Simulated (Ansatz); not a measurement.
input.yaml (Ansatz)

```yaml
crystal:
  lattice:
    - [0.0, 3.4933675629, 3.4933675629]
    - [3.4933675629, 0.0, 3.4933675629]
    - [3.4933675629, 3.4933675629, 0.0]
  atoms:
    - { symbol: In, position: [0.125, 0.125, 0.125] }
    - { symbol: In, position: [0.875, 0.875, 0.875] }
hamiltonian:
  xc: pbe
  pseudopotentials:
    kind: paw
    azcp:
      In: "pseudopotentials/In.paw.azcp"
basis:
  ecutwfc: 420
  fft_grid_basis: typed
kpoints:
  mp_grid: { grid: [13, 13, 13], shift: [0, 0, 0] }
magnetization:
  spin_polarized: false
scf:
  occupations: { method: fermi_dirac, width: 0.1 }
output:
  stress: true
```

Output

```
Engine: ansatz 0.2.0, x86_64-unknown-linux-gnu
Pseudopotentials: kind: paw
Pseudopotential: In, paw, valence charge 13, recommended cutoff 420 eV (normal) 
Functional definition: PBE
  parameter kappa = 0.804
  parameter beta = 0.06672455060314922
  exchange = pbe_x(kappa = kappa, mu = beta*pi^2/3)
  correlation = pbe_c(beta = beta)
Crystal: 2 atoms, lattice volume = 85.263 Å³
Basis set: ecut = 420 eV, 1687 PW (Γ)
Bands: 17, of which v1, the nominal top of the filled ones, is band 13 counted from 1 (12 counted from 0)
Symmetry: 48 space group operations
Space group: Fd-3m (ITA 227), of the structure as read, at distance tolerance 4.4e-5 Å
k-points: 84 of 2197
Non-local potential: In, projectors of the file, l = 0: 2, l = 1: 2, l = 2: 2, l = 3: 2
PAW form: soft (Blöchl's): semilocal exchange-correlation on the pseudo side does not see the compensation charge
PAW one-centre angular grid: In, 590 points (default); XC on 64 Gauss nodes
Initial density: superposition of atomic densities (neutral atoms: chi_scale 0, normalization atom), corrected by the library's trained network
Initial wavefunctions: pseudopotential atomic-orbital guess
Functional: x = pbe(κ = 0.804, μ = 0.2195149727645171), c = pbe(β = 0.06672455060314922)
SCF iter   1: F=—  HF=-11194.989932 eV  |F-HF|=—  |Δ(HF+E_count)|=         —  Δρ=1.16e-3  dr2=1.91e-3  ethr=1.77e-3  ⟨swp⟩=5.8  Hψ=7217  notcnv=0
SCF iter   2: F=—  HF=-11194.989892 eV  |F-HF|=—  |Δ(HF+E_count)|=   4.02e-5  Δρ=1.08e-3  dr2=9.09e-4  ethr=7.35e-6  ⟨swp⟩=2.0  Hψ=3233  notcnv=0
SCF iter   3: F=—  HF=-11194.989877 eV  |F-HF|=—  |Δ(HF+E_count)|=   1.55e-5  Δρ=7.47e-4  dr2=3.60e-4  ethr=3.50e-6  ⟨swp⟩=2.0  Hψ=2517  notcnv=0
SCF iter   4: F=—  HF=-11194.989740 eV  |F-HF|=—  |Δ(HF+E_count)|=   1.36e-4  Δρ=1.46e-4  dr2=1.39e-5  ethr=1.39e-6  ⟨swp⟩=2.0  Hψ=2340  notcnv=0
SCF iter   5: F=—  HF=-11194.989742 eV  |F-HF|=—  |Δ(HF+E_count)|=   1.79e-6  Δρ=2.79e-5  dr2=5.14e-7  ethr=5.36e-8  ⟨swp⟩=2.0  Hψ=2515  notcnv=0
SCF iter   6: F=-11194.989742 eV  HF=-11194.989742 eV  |F-HF|=1.35e-8  |Δ(HF+E_count)|=   2.25e-7  Δρ=3.68e-6  dr2=1.12e-8  ethr=3.85e-10  ⟨swp⟩=4.9  Hψ=5230  notcnv=0
SCF 1 converged in 6 iterations: F = -11194.989742 eV  dr2 = 1.12e-8
SCF converged after 6 iterations
Free energy (F): -11194.989742 eV
Harris-Foulkes:  -11194.989742 eV  (|F-HF|=1.35e-8)
Internal energy: -11194.928398 eV  (E = F + TS)
E sigma→0 (E₀):  -11194.959070 eV
Entropy (-TS):   -0.061345 eV (-30.672 meV/atom)
Fermi energy:    4.529053 eV
--- Per-component energies (eV) ---
  E_band       = -188.639232
  E_kinetic    = 480.074736
  E_local      = -2987.297936  (includes V_loc(G=0)·N_el)
  E_nonlocal   = 731.610944
  E_hartree    = 1190.860289
  E_xc         = -429.745817
  E_vxc        = -196.867292  (∫ρ·V_xc dr)
  E_paw        = -8304.162459  (= ΣΔE_a)
  E_vpaw       = -597.886233  (= ΣTr[D̂ρ^β])
  E_aug_tail   = 0.000051  (compensation charges beyond the density's cutoff)
  E_ewald      = -1876.268205
  E_smearing   = -0.061345  (= −TS)
  E_closure    = -0.000000  (closes the sum)
  Σ components = -11194.989742   (vs F -11194.989742, Δ=0.00e0)
--- Stress (GPa, compression-positive) ---
       -1.669440       0.000000       0.000000
        0.000000      -1.669440      -0.000000
        0.000000      -0.000000      -1.669440
  P = ⅓ Tr σ = -1.6694 GPa (-16.694 kbar)
```
